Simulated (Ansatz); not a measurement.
# Mn: from a first guess to the relaxed fcc type

First guess:

```yaml
crystal:
  lattice:
    - [0.00000, 1.77176, 1.77176]
    - [1.77176, 0.00000, 1.77176]
    - [1.77176, 1.77176, 0.00000]
  atoms:
    - { symbol: Mn, position: [0.00000, 0.00000, 0.00000] }
```

These are results of DFT, PBE, PAW with Ansatz's default frozen-core files, scalar-relativistic in Ansatz 0.2.0, not measurements.

Cell and atoms relax within the symmetry of the start on a 16×16×16 k mesh with 0.08 eV Fermi–Dirac smearing, from parallel moments.

The start is built from a prototype, known or not as a phase of this compound; the cutoff is 420 eV.

The magnetic state is the one reached from parallel moments; other orders may lie lower.

Task: What is the pressure of the first guess?

Result: -8.82 GPa.

Task: What does it relax to?

Result: a = 3.504 Å, b = 3.504 Å, c = 3.504 Å, α = 90.00°, β = 90.00°, γ = 90.00° (conventional cell), 10.75 Å³ per atom:
```
CELL_PARAMETERS angstrom
0.00000 1.75181 1.75181
1.75181 0.00000 1.75181
1.75181 1.75181 0.00000
ATOMIC_POSITIONS crystal
Mn 0.00000 0.00000 0.00000
```

Task: How much energy does the relaxation release?

Result: 11 meV/atom.

Task: What moment does the relaxed primitive cell (1 atom) carry?

Result: 0.00 μB.
